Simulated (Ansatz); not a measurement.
# W2NCl2 MXene monolayer in a perpendicular field, part 2 of 2

What dipole does a perpendicular field induce in the W2NCl2 MXene monolayer? A positive field points along +c.

Ansatz 0.2.0; plane-wave DFT, PBE-D3(BJ), Ansatz PAW.

So far. Step 2 (Relaxing the slab): The lattice constant a goes from 3.054 to 2.923 Å.

## 3. Single point, field 0

A sawtooth potential applies the field, turning back in the middle of the vacuum. With the dipole correction the typed value is the field outside the slab. The induced dipole is small, so the SCF threshold is tight.

The cell differs from the one that the last finished run ended in (c 42.792 → 24.600 Å).

input.yaml reads:

```yaml
crystal:
  lattice:
    - [2.9227377805, 0.0, 0.0]
    - [-1.4613688902, 2.5311651665, 0.0]
    - [0.0, 0.0, 24.5998627161]
  atoms:
    - { symbol: Cl, position: [0.3333333333, 0.6666666667, 0.3658557002] }
    - { symbol: W, position: [0.6666666667, 0.3333333333, 0.4418537544] }
    - { symbol: "N", position: [0.0, 0.0, 0.5] }
    - { symbol: W, position: [0.3333333333, 0.6666666667, 0.5581462456] }
    - { symbol: Cl, position: [0.6666666667, 0.3333333333, 0.6341442998] }
kpoints:
  mp_grid: { grid: [18, 18, 1] }
  band_path:
    path: [[0, 0, 0], [0.5, 0, 0], [0.33333333, 0.33333333, 0], [0, 0, 0]]
    npoints: 16
hamiltonian:
  xc: pbe
  dispersion: d3bj
scf:
  occupations: { method: fermi_dirac, width: 0.02585 }
  convergence: { dr2_threshold: 1.0e-10 }
efield:
  axis: 3
  dipole_correction: true
  ramp_position: 0.97
  ramp_width: 0.06
  amplitude: 0
output:
  dos: { projected: true, e_range: [-6, 5] }
  write_potential: true
  write_density: true
  volumetric_format: npy
  elf: true
```

Command:

```
> ansatz run input.yaml --threads 2 --pin off --max-ram 3072MiB --backend cpu --events-out ev --progress --plain --runs-dir out
```

Numbers of over 12 decimals in the logs are rounded to 6 here.

Log:

```text
[...]
Crystal: 5 atoms, lattice volume = 181.988 Å³
Basis set: ecut = 420 eV, 3527 PW (Γ)
Bands: 29, of which v1, the nominal top of the filled ones, is band 24 counted from 1 (23 counted from 0)
Symmetry: 6 space group operations
k-points: 37 of 324 (time reversal used)
[...]
SCF iter   1: F=—  HF=-23314.295779 eV  |F-HF|=—  |Δ(HF+E_count)|=         —  Δρ=7.30e-3  dr2=1.97e-1  ethr=1.77e-3  p=0.000 e·Å  D=2.19e-14 V/Å  ΔV_dip=-0.00 eV  dr2_dipole=9.07e-8  V_vac-E_F(+/−)=4.60/4.60 eV  ⟨swp⟩=9.6  Hψ=6136  notcnv=0
efield: sawtooth ramp at fractional position 0.9700 (set: `efield.ramp_position`, or a place that a band, a saddle search or an elastic batch's reference lends), width 0.0600; the density the first Hamiltonian is built on has a dipole p = 0.000 e·Å; the dipole correction subtracts the counter field D = 2.19e-14 V/Å, which shifts the + side's vacuum level by -0.00 eV against the − side's; the planar-averaged density in the ramp window peaks in size at 1.7e-5 e/Å³
[...]
SCF iter   2: F=—  HF=-23314.289811 eV  |F-HF|=—  |Δ(HF+E_count)|=   5.97e-3  Δρ=6.57e-3  dr2=1.38e-1  ethr=4.19e-4  p=-0.000 e·Å  D=-3.39e-5 V/Å  ΔV_dip=0.00 eV  dr2_dipole=1.96e-7  V_vac-E_F(+/−)=3.69/3.69 eV  ⟨swp⟩=2.8  Hψ=2102  notcnv=0  defer=30
[...]
SCF iter   9: F=-23314.268487 eV  HF=-23314.268487 eV  |F-HF|=1.16e-10  |Δ(HF+E_count)|=   3.62e-9  Δρ=2.06e-7  dr2=4.64e-11  ethr=1.00e-12  p=-0.000 e·Å  D=-3.46e-10 V/Å  ΔV_dip=0.00 eV  dr2_dipole=5.66e-16  V_vac-E_F(+/−)=3.90/3.90 eV  ⟨swp⟩=9.6  Hψ=3968  notcnv=0
SCF 1 converged in 9 iterations: F = -23314.268487 eV  dr2 = 4.64e-11
[...]
NSCF: frozen V_eff on 49 k-points
efield: sawtooth ramp at fractional position 0.9700 (kept from the solve that this one continues, or follows in the run), width 0.0600; the density the first Hamiltonian is built on has a dipole p = -0.000 e·Å; the dipole correction subtracts the counter field D = -3.46e-10 V/Å, which shifts the + side's vacuum level by +0.00 eV against the − side's; the planar-averaged density in the ramp window peaks in size at 5.6e-7 e/Å³
WARN: The output density's exchange-correlation potential varies sharply where the density is thin. Do not read a vacuum level from v_tot or v_xc, or from such a field of the output density. On a cell that repeats whose density bears no net charge and no dipole along the vacuum's axis use v_es (v_loc + v_h of the components); under efield.dipole_correction with no amplitude use v_es + v_field, which holds any externa [...]
SCF converged after 9 iterations
Free energy (F): -23314.268487 eV
[...]
Internal energy: -23314.263250 eV  (E = F + TS)
E sigma→0 (E₀):  -23314.265868 eV
Entropy (-TS):   -0.005237 eV (-1.047 meV/atom)
Fermi energy:    3.841692 eV
Dipole field:    D = -0.000000 V/Å  (p = -0.000000 e·Å, saw-weighted, corrected)
Work function:   Φ+ = 3.9037 eV   Φ− = 3.9037 eV
Levels:          The Fermi level and band energies are counted from a zero that moves with the ramp; work functions are not
[...]
--- Band table (eV; the first three rows and the last of 37) ---
  k-point 0: bands = [... 20 lower, 1.4176, 2.6978, 2.6978, 2.7339, 3.7701, 3.7701, 4.6280, 4.6280, ... 1 higher]
  k-point 1: bands = [... 20 lower, 1.2906, 2.5148, 2.7676, 2.8779, 3.7173, 3.8476, 4.6683, 4.6683, ... 1 higher]
  k-point 2: bands = [... 20 lower, 1.0143, 2.1113, 2.9627, 3.0231, 3.5386, 4.0395, 4.7835, 4.9059, ... 1 higher]
  k-point 36: bands = [... 20 lower, 2.5215, 3.1351, 3.3967, 3.3967, 5.1936, 5.1936, 6.1660, 6.6815, ... 1 higher]
```

Elapsed: 21 s, on 2 threads of Arm Neoverse V1, shared host; peak memory 0.51 GiB; 41 s of CPU time.

In the SCF lines HF is the Harris–Foulkes energy and dr2 the Hartree energy of the density residual, in eV; the loop may stop once dr2 is under the threshold and the program's other checks hold. Hψ counts applications of the Hamiltonian.

This step gave:

| Quantity | Value |
| --- | --- |
| energy at zero smearing | -23314.2659 eV |
| work function, upper face | 3.904 eV |
| dipole along the normal | -3.41e-8 e·Å |

Running mean over a fixed 2.6 Å (it still follows the layers) of the planar mean; the ramp of the sawtooth is left out. Electron's electrostatic potential energy less the Fermi level against z:

z (Å), electron's electrostatic potential energy less the Fermi level (eV) and a bar from the least value:
```
        4        3.9 ##############################
        5        3.9 ##############################
        6        3.9 ##############################
        7        3.3 #############################
        8       -1.9 ####################
        9       -6.3 ############
       10      -13.2 
       11      -13.1 #
       12      -12.5 ##
       13      -13.4 
       14      -12.9 #
       15      -11.0 ####
       16       -4.4 ################
       17        0.5 ########################
       18        3.7 ##############################
       19        3.9 ##############################
       20        3.9 ##############################
       21        3.9 ##############################
```

The density of states has structure finer than the step of the table below, so its rows give means over 0.2 eV, whole bins alone (the curve runs from -6 to 1.99 eV). Peaks (eV: height): -5.75: 7.30, -5.12: 6.65, -3.13: 4.29, -0.43: 5.01, 0.97: 5.76, 1.39: 10.4, 1.91: 6.05.

Table of density of states by energy, zero at the Fermi level; means over each step:

```tsv
energy (eV)	density of states (states/eV a cell)
-5.8	6.10
-5.6	4.95
-5.4	3.52
-5.2	3.96
-5.0	2.07
-4.8	2.19
-4.6	2.07
-4.4	2.19
-4.2	1.81
-4.0	1.85
-3.8	1.41
-3.6	2.98
-3.4	2.80
-3.2	2.12
-3.0	1.57
-2.8	1.12
-2.6	0.972
-2.4	0.885
-2.2	2.57
-2.0	2.63
-1.8	2.08
-1.6	1.50
-1.4	1.50
-1.2	1.33
-1.0	2.21
-0.8	2.58
-0.6	2.15
-0.4	3.21
-0.2	2.83
0.0	2.04
0.2	1.96
0.4	1.81
0.6	1.74
0.8	2.49
1.0	3.28
1.2	3.35
1.4	6.62
1.6	2.43
1.8	3.45
```

Projected DOS per atom over height of the atomic layer and energy from the Fermi level. Layers: Cl W N W Cl from below.

Values in states/eV, 22 rows by 5 columns, each cell a mean:
```
0.26 1.38 0.22 1.38 0.26
0.27 2.00 0.15 2.00 0.27
0.19 1.31 0.06 1.31 0.19
0.14 0.90 0.03 0.90 0.14
0.10 0.75 0.04 0.75 0.10
0.12 0.88 0.08 0.88 0.12
0.22 1.17 0.18 1.17 0.22
0.13 0.87 0.25 0.87 0.13
0.13 0.69 0.15 0.69 0.13
0.12 0.52 0.14 0.52 0.12
0.15 0.79 0.22 0.79 0.15
0.15 0.89 0.28 0.89 0.15
0.15 0.25 0.10 0.25 0.15
0.29 0.34 0.14 0.34 0.29
0.58 0.46 0.21 0.46 0.58
0.76 0.38 0.23 0.38 0.76
0.51 0.33 0.02 0.33 0.51
0.68 0.33 0.03 0.33 0.68
0.62 0.40 0.06 0.40 0.62
0.66 0.49 0.82 0.49 0.66
0.88 0.54 1.19 0.54 0.88
1.33 0.71 1.49 0.71 1.33
```
Columns: height of the atomic layer (Å) from 9 to 15.6 (not evenly spaced); rows upwards: energy from the Fermi level (eV) from -5.96 to 1.96.

Electronic bands along the path, in eV, zero at the Fermi level:

```tsv
point	band 21	band 22	band 23	band 24	band 25	band 26	band 27	band 28
Γ	-2.42	-1.14	-1.14	-1.11	-0.07	-0.07	0.79	0.79
halfway	-3.41	-2.04	-0.87	-0.42	0.32	0.96	1.31	1.92
M	-3.71	-2.39	0.99	1.35	1.98	2.61	2.80	3.14
halfway	-3.01	-1.58	0.65	0.66	1.47	1.80	2.43	2.66
K	-1.32	-0.71	-0.45	-0.45	1.35	1.35	2.32	2.84
halfway	-2.48	-2.34	-1.34	-0.51	1.24	1.37	1.42	2.14
Γ	-2.42	-1.14	-1.14	-1.11	-0.07	-0.07	0.79	0.79
```

ELF in the ca plane at fractional y = 0.333, with atoms of W and Cl within 0.2 Å of it. It is the smooth field of the valence electrons, not physical close to the nuclei.

Ten even steps from '0' (0.00) to '9' (0.88), each cell a mean:
```
00000000000000001245542367423322332489999631
00000000000000000001123765741112433687799851
00000000000000000000114841761113443685499852
00000000000000000012222666731112433688899841
00000000000000001356652256423422332479998520
00000000000000013689974233236641342235553100
00000000000000014799984343347751353111110000
00000000000000013689873233236641342246764200
```
Columns run along c (16.0 Å, from fractional 0.08 to 0.73 of the cell), rows up along a (2.9 Å). Atoms in or near the plane, at fractional coordinates: W at (0.44, 0.67), Cl at (0.63, 0.67).

Electrostatic potential energy in the ca plane at fractional y = 0.333, with atoms of W and Cl within 0.2 Å of it. With pseudopotentials it is smooth inside the atoms' cores, unlike the true potential.

Ten even steps from '0' (-50 eV) to '9' (8 eV), each cell a mean:
```
99999999999999999874125889887888645799999999
99999999999999999840001689998887200489999999
99999999999999999840001689999986100389999999
99999999999999999851002689998887301589999999
99999999999999988875336899887788756899999999
99999999999999878888778888865678989999999999
99999999999999877898888988754578999999999999
99999999999999888887778898865678888999999999
```
Columns run along c (16.0 Å, from fractional 0.15 to 0.80 of the cell; values clipped at the 3rd and 97th percentile), rows up along a (2.9 Å). Atoms in or near the plane, at fractional coordinates: W at (0.44, 0.67), Cl at (0.63, 0.67).

Valence density in the ca plane at fractional y = 0.333, with atoms of W and Cl within 0.2 Å of it. It is the smooth field of the valence electrons, not physical close to the nuclei.

Values in e/Å³, 5 rows by 16 columns, each cell a mean:
```
0.0 0.0 0.0 0.0 0.0 0.0 0.1 0.3 1.5 2.6 0.3 0.3 0.4 1.2 0.9 0.0
0.0 0.0 0.0 0.0 0.0 0.0 0.0 0.2 2.9 4.2 0.3 0.2 0.4 1.0 1.1 0.1
0.0 0.0 0.0 0.0 0.0 0.0 0.1 0.3 1.5 2.7 0.3 0.3 0.4 1.2 0.9 0.0
0.0 0.0 0.0 0.0 0.0 0.0 0.3 0.7 0.4 0.4 0.5 0.7 0.7 0.3 0.2 0.0
0.0 0.0 0.0 0.0 0.0 0.0 0.3 0.7 0.4 0.4 0.5 0.7 0.7 0.3 0.2 0.0
```
Columns run along c (16.0 Å, from fractional 0.08 to 0.73 of the cell), rows up along a (2.9 Å). Atoms in or near the plane, at fractional coordinates: W at (0.44, 0.67), Cl at (0.63, 0.67).

The work function of the upper face is 3.90 eV.

## 4. Single point, field 0.1 V/Å

input.yaml, as its differences from that of step 3:

```diff
@@ -27,5 +27,4 @@
   ramp_width: 0.06
-  amplitude: 0
+  amplitude: 0.1
 output:
-  dos: { projected: true, e_range: [-6, 5] }
   write_potential: true
@@ -33,2 +32 @@
   volumetric_format: npy
-  elf: true
```

Log:

```text
[...]
Crystal: 5 atoms, lattice volume = 181.988 Å³
Basis set: ecut = 420 eV, 3527 PW (Γ)
Bands: 29, of which v1, the nominal top of the filled ones, is band 24 counted from 1 (23 counted from 0)
Symmetry: 6 space group operations
k-points: 37 of 324 (time reversal used)
[...]
k-point 0: bands = [... 20 lower, 1.4173, 2.6974, 2.6974, 2.7334, 3.7696, 3.7696, 4.6276, 4.6276, ... 1 higher]
  k-point 1: bands = [... 20 lower, 1.2902, 2.5144, 2.7672, 2.8775, 3.7169, 3.8472, 4.6678, 4.6679, ... 1 higher]
  k-point 2: bands = [... 20 lower, 1.0140, 2.1109, 2.9623, 3.0227, 3.5381, 4.0390, 4.7831, 4.9053, ... 1 higher]
  k-point 36: bands = [... 20 lower, 2.5210, 3.1347, 3.3940, 3.3985, 5.1911, 5.1952, 6.1656, 6.6766, ... 1 higher]
[key lines of the parts left out:]
SCF converged after 11 iterations
Free energy (F): -23314.270222 eV
Fermi energy:    3.841238 eV
Dipole field:    D = 0.034524 V/Å  (p = 0.034722 e·Å, saw-weighted, corrected)
```

It took 22 s on 2 threads; peak memory 0.49 GiB.

The dipole is 0.0347 e·Å.

## 5. Atoms held, field -0.1 V/Å

input.yaml, as its differences from that of step 4:

```diff
@@ -27,3 +27,3 @@
   ramp_width: 0.06
-  amplitude: 0.1
+  amplitude: -0.1
 output:
```

Log:

```text
[...]
Crystal: 5 atoms, lattice volume = 181.988 Å³
Basis set: ecut = 420 eV, 3527 PW (Γ)
Bands: 29, of which v1, the nominal top of the filled ones, is band 24 counted from 1 (23 counted from 0)
Symmetry: 6 space group operations
k-points: 37 of 324 (time reversal used)
[...]
k-point 0: bands = [... 20 lower, 1.4173, 2.6974, 2.6974, 2.7334, 3.7696, 3.7696, 4.6276, 4.6276, ... 1 higher]
  k-point 1: bands = [... 20 lower, 1.2902, 2.5144, 2.7672, 2.8775, 3.7169, 3.8472, 4.6678, 4.6679, ... 1 higher]
  k-point 2: bands = [... 20 lower, 1.0140, 2.1109, 2.9623, 3.0227, 3.5381, 4.0390, 4.7831, 4.9053, ... 1 higher]
  k-point 36: bands = [... 20 lower, 2.5210, 3.1347, 3.3940, 3.3985, 5.1911, 5.1952, 6.1656, 6.6766, ... 1 higher]
[key lines of the parts left out:]
SCF converged after 11 iterations
Free energy (F): -23314.270222 eV
Fermi energy:    3.841238 eV
Dipole field:    D = -0.034524 V/Å  (p = -0.034722 e·Å, saw-weighted, corrected)
```

The job ended after 22 s (2 threads; peak memory 0.49 GiB).

The dipole is -0.0347 e·Å.

## 6. Response, atoms held

This step: plane-wave DFT, PBE-D3(BJ), Ansatz PAW; response to a field along the normal, atoms held (Ansatz 0.2.0).

The dipoles give the slope, and the difference of two potentials shows where the field is screened.

Numbers from this step:

| Property | Result |
| --- | --- |
| equivalent conductor thickness p/(ε₀AE) | 8.493 Å |
| distance between the outer atoms | 6.600 Å |

Table of dipole of the cell by applied field:

```tsv
applied field (V/Å)	dipole of the cell (e·Å)
-0.1000	-0.0347
0.0000	0
0.1000	0.0347
```

Local field over the applied field, running mean. From the potentials at -0.1 and 0.1 V/Å; running mean over 2.5 Å. Local field over applied field against z:

```tsv
z (Å)	local field over applied field
4.5	0.999
5.0	0.997
5.5	0.991
6.0	0.974
6.5	0.930
7.0	0.834
7.5	0.678
8.0	0.495
8.5	0.318
9.0	0.179
9.5	0.0925
10.0	0.0522
10.5	0.0386
11.0	0.0304
11.5	0.0101
12.0	-0.00783
12.5	-0.00931
13.0	0.00537
13.5	0.0275
14.0	0.0372
14.5	0.0480
15.0	0.0811
15.5	0.158
16.0	0.286
16.5	0.458
17.0	0.642
17.5	0.807
18.0	0.916
18.5	0.968
19.0	0.988
19.5	0.996
20.0	0.999
```

Electrons, planar mean, per unit field. Table of induced electron density by z:

```tsv
z (Å)	induced electron density (e/Å³ per V/Å)
4.5	4.8e-6
5.0	1.4e-5
5.5	4.2e-5
6.0	1.2e-4
6.5	3.3e-4
7.0	8.8e-4
7.5	0.00214
8.0	0.00378
8.5	0.00257
9.0	9.4e-4
9.5	-3.2e-4
10.0	-7.6e-4
10.5	9.1e-4
11.0	5.0e-4
11.5	5.4e-5
12.0	-4.4e-5
12.5	5.8e-5
13.0	-7.6e-5
13.5	-2.9e-4
14.0	-9.9e-4
14.5	4.2e-4
15.0	6.4e-4
15.5	-7.1e-4
16.0	-0.00205
16.5	-0.00389
17.0	-0.00250
17.5	-0.00106
18.0	-4.0e-4
18.5	-1.5e-4
19.0	-5.1e-5
19.5	-1.8e-5
20.0	-6.1e-6
```

By hand: between -0.1 and 0.1 V/Å the dipole changes by 0.06944 e·Å, a slope of 0.3472 e·Å²/V. A perfect conductor of thickness t has p = ε₀AEt, so t = 180.95 × 0.3472 / 7.398 = 8.49 Å (e/ε₀ = 180.95 V·Å, A in Å²).

The induced dipole is that of a conductor 8.49 Å thick.

## 7. Results

| Item | Value |
| --- | --- |
| gap without field | none |
| work function, upper face | 3.90 eV |
| equivalent conductor thickness, atoms held | 8.49 Å |

The induced dipole equals that of a perfect conductor 8.49 Å thick, while the outer atoms lie 6.60 Å apart. There is no gap over 0.03 eV, with or without the field. The first relaxation ran with spin and lost its moment, and the later runs have none; other magnetic states were not tried. Spin-orbit coupling is left out, which matters for the bands of elements this heavy. The MXene's terminations sit over the metal atoms of its far layer; the site over carbon or nitrogen, which some compounds prefer, was not run.

[Logs are printed without paths, hosts, clocks, repeated set-up lines and the standing remarks that a program may print on its own settings, such as how far it seeks lower states.]

[Hosts, paths, dates, database ids (printed as entryN), source tags and the programs' standing remarks are cut or masked in the printed files.]

[Maps of the electrostatic potential energy from Ansatz leave out the sawtooth potential of an applied field or a dipole correction, so their vacuum need not be flat; planar profiles and work functions include it.]

[The density of states shown here was stored with 400 of the rows of the run's finer table, so its peaks can read low, often by over a quarter, or be missed, and its means over a window can be off by a tenth or more.]
